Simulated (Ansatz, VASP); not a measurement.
Au: VASP beside Ansatz

The input INCAR:

```
PREC     = Accurate       # precision mode
ENCUT    = 520            # plane-wave cutoff, eV
EDIFF    = 1E-6           # SCF threshold, eV
ISMEAR   = 1              # smearing method
SIGMA    = 1.0            # smearing width, eV
LREAL    = F              # projectors in reciprocal space
LASPH    = T              # aspherical terms in the spheres
NELM     = 60             # most SCF steps
ALGO     = Normal         # electronic algorithm
ISIF     = 2              # what is computed and relaxed
LWAVE    = F              # write WAVECAR
LCHARG   = F              # write CHGCAR
GGA      = PE             # functional
NBANDS   = 12             # bands
```

File KPOINTS:

```
Automatic mesh
0
Gamma
  13 13 13
```

File POSCAR:

```
Au
1.0
    0.0000000000      2.0782552709      2.0782552709
    2.0782552709      0.0000000000      2.0782552709
    2.0782552709      2.0782552709      0.0000000000
Au
1
Direct
    0.0000000000      0.0000000000      0.0000000000
```

Input for Ansatz:

```yaml
crystal:
  lattice:
    - [0.0, 2.0782552709, 2.0782552709]
    - [2.0782552709, 0.0, 2.0782552709]
    - [2.0782552709, 2.0782552709, 0.0]
  atoms:
    - { symbol: Au, position: [0.0, 0.0, 0.0] }
hamiltonian:
  xc: pbe
  pseudopotentials:
    kind: paw
    azcp:
      Au: "pseudopotentials/Au.paw.azcp"
basis:
  ecutwfc: 420
  fft_grid_basis: typed
kpoints:
  mp_grid: { grid: [13, 13, 13], shift: [0, 0, 0] }
magnetization:
  spin_polarized: false
scf:
  occupations: { method: cold, width: 1.0 }
  lower_state_search: "off"
output:
  stress: true
```

Alike in both runs: task single point; functional PBE; k mesh 13 × 13 × 13; no spin polarisation.

```csv
,VASP,Ansatz
version,VASP 6.6.1,Ansatz 0.2.0
potentials or method,"VASP PAW PBE potentials, release 64 (Au)","plane waves (420 eV) with PAW, scalar-relativistic"
plane-wave cutoff (eV),520,420
occupations,"methfessel-paxton of order 1, width 1 eV","cold, width 1 eV"
valence electrons in the cell,11,19
```

```tsv
	VASP	Ansatz	Ansatz less VASP
pressure (GPa)	-0.2	-1.4	-1.13
```

The two sets of potentials don't hold the same shells in valence.

The runs have no spin-orbit coupling, so splittings on Au are missing.
